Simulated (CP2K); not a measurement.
## GaN under changes of volume

One of the cells (9.735 Å³/atom); the others are scaled copies at fixed shape and fractional positions:

```xyz
2
Lattice="3.0197 0.0000 0.0000 1.5098 2.6151 0.0000 1.5098 0.8717 2.4656" Properties=species:S:1:pos:R:3 pbc="T T T"
Ga    0.0000    0.0000    0.0000
N     3.0197    1.7434    1.2328
```

Measurements of this composition are mostly on another form, of space group No. 186.

* Program: CP2K 2026.2
* Functional: r2SCAN
* Potentials or basis: POTENTIAL_UZH Ga GTH-SCAN-q13, N GTH-SCAN-q5; TZVP-MOLOPT-SCAN-GTH basis
* Density cutoff: 9184 eV
* k mesh: 11 × 11 × 11
* Occupations: fermi-dirac, width 0.05 eV
* Spin: no spin polarisation

```tsv
volume (Å³/atom)	energy over the lowest point (meV/atom)	pressure (GPa)	gap on the mesh (eV)
9.346	1.16	3.5	1.08
9.540	0.00	-1.5	0.94
9.735	?	?	?
9.930	14.50	-10.0	0.69
10.124	28.88	-13.5	0.57
```

**Question.** What does the run at 9.735 Å³/atom give?

**Answer.** Energy over the lowest point 4.67 meV/atom; pressure -6.1 GPa; gap on the mesh 0.81 eV.

Worked out: A Birch-Murnaghan fit of order 2 (a polynomial in V^(-2/3)) to the other rows has its minimum at 9.48 Å³/atom with B0 = V·E''(V) = 237 GPa. It gives 4.65 meV/atom at 9.735 Å³/atom, against the run's 4.67, and -dE/dV = -6.0 GPa, against -6.1. A straight line through the other rows of the gap, of slope -6.35 eV per unit of ln V, gives 0.82 eV, against the run's 0.81.

Energies are extrapolated to zero smearing.

Caveats: an odd mesh through Γ misses points on the zone boundary, where band edges often lie; the basis of atomic orbitals isn't converged, which shifts pressures, moduli and gaps. Spin-orbit coupling on Ga is left out.
